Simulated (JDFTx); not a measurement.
Ru under changes of volume

One of the cells (13.575 Å³/atom); the others are scaled copies at fixed shape and fractional positions:

```
CELL_PARAMETERS angstrom
2.70580 0.00000 0.00000
-1.35290 2.34329 0.00000
0.00000 0.00000 4.28190
ATOMIC_POSITIONS crystal
Ru 0.66667 0.33333 0.75000
Ru 0.33333 0.66667 0.25000
```

- Program: JDFTx 1.7.0 (patched build)
- Functional: PBE
- Potentials or basis: PseudoDojo-SR-PBE-0.5-standard
- Cutoff: 1143 eV
- Density cutoff: 9143 eV
- k mesh: 11 × 11 × 6
- Occupations: fermi-dirac, width 0.05 eV
- Spin: no spin polarisation

```tsv
volume (Å³/atom)	energy over the lowest point (meV/atom)	pressure (GPa)
12.760	87.00	29.2
13.032	?	?
13.303	17.84	12.3
13.575	3.21	5.1
13.846	0.00	-1.2
14.118	6.95	-6.9
14.389	22.95	-11.9
```

Q: What does the run at 13.032 Å³/atom give?

A: Energy over the lowest point 45.25 meV/atom; pressure 20.2 GPa.

Worked out: A Birch-Murnaghan fit of order 3 (a polynomial in V^(-2/3)) to the other rows has its minimum at 13.79 Å³/atom with B0 = V·E''(V) = 311 GPa and B' = 4.8 at fixed shape and positions, which overstates the stiffness. It gives 45.19 meV/atom at 13.032 Å³/atom, against the run's 45.25, and -dE/dV = 20.2 GPa, against 20.2.

Energies are extrapolated to zero smearing.
